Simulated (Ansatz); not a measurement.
A run of Ansatz 0.2.0:

Contents of input.yaml:

```yaml
crystal:
  lattice:
    - [0.0, 3.2735, 3.2735]
    - [3.2735, 0.0, 3.2735]
    - [3.2735, 3.2735, 0.0]
  atoms:
    - { symbol: S, position: [0.0, 0.0, 0.0] }
    - { symbol: Na, position: [0.75, 0.75, 0.75] }
    - { symbol: Na, position: [0.25, 0.25, 0.25] }
hamiltonian:
  xc: pbe
  pseudopotentials: { kind: paw }
kpoints:
  mp_grid: { grid: [6, 6, 6] }
scf:
  occupations: { method: fixed }
output:
  eigenvalues: true
dielectric:
  method: response
```

Potentials or basis: Ansatz PAW.

Launch:

```console
$ ansatz run input.yaml --threads 2 --pin off --max-ram 5632MiB --backend cpu --events-out ev --progress --plain --runs-dir out
```

Hardware: 2 threads of Arm Neoverse V1, on a shared host.

**Question.** Estimate the wall time of this run.

**Answer.** Run time: 17 s on 2 threads of Arm Neoverse V1, with other jobs on the host, peak memory 0.43 GiB. Counts: scf iterations 13, plane waves 1363, k points 30, bands 16.
